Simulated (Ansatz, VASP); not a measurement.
Sb in VASP and in Ansatz

The input INCAR:

```
SYSTEM = Sb
PREC = Accurate
ENCUT = 520
EDIFF = 1E-6
ISMEAR = -1
SIGMA = 0.05
LREAL = .False.
LASPH = .True.
NELM = 100
ALGO = Normal
ISIF = 2
LWAVE = .False.
LCHARG = .True.
GGA = PE
LELF = .True.
LVHAR = .True.
NBANDS = 12
```

File KPOINTS:

```
regular mesh
0
Gamma
  10 10 7
  0 0 0
```

POSCAR

```
Sb
1.0
    2.3957138508      2.3957138508      0.0000000000
   -2.3957138508      2.3957138508      0.0000000000
    0.0000000000      0.0000000000      4.7914277015
Sb
2
Direct
    0.0000000000      0.0000000000      0.0000000000
    0.5000000000      0.5000000000      0.5000000000
```

Input for Ansatz:

```yaml
crystal:
  lattice:
    - [2.3957138508, 2.3957138508, 0.0]
    - [-2.3957138508, 2.3957138508, 0.0]
    - [0.0, 0.0, 4.7914277015]
  atoms:
    - { symbol: Sb, position: [0.0, 0.0, 0.0] }
    - { symbol: Sb, position: [0.5, 0.5, 0.5] }
kpoints:
  mp_grid: { grid: [10, 10, 7] }
scf:
  occupations: { method: fermi_dirac, width: 0.05 }
hamiltonian:
  xc: pbe
  pseudopotentials: { kind: all_electron, lapw: { basis_error: 0.001 } }
output:
  forces: true
  stress: true
  eigenvalues: true
```

Alike in both runs: task single point; functional PBE; k mesh 10 × 10 × 7; occupations fermi-dirac, width 0.05 eV; no spin polarisation.

```csv
,VASP,Ansatz
version,VASP 6.6.1,Ansatz 0.2.0
potentials or method,"VASP PAW PBE potentials, release 64 (Sb)","all-electron LAPW, scalar-relativistic"
plane-wave cutoff (eV),520,see its input
```

```csv
,VASP,Ansatz,Ansatz less VASP
pressure (GPa),-0.2,0.0,+0.15
```

Ansatz ran all-electron here, so the differences hold the error of VASP's frozen core and of both bases.

Caveats: the real-space grid breaks the cell's symmetry a little (VASP). Spin-orbit coupling is left out, which matters for the levels of Sb.
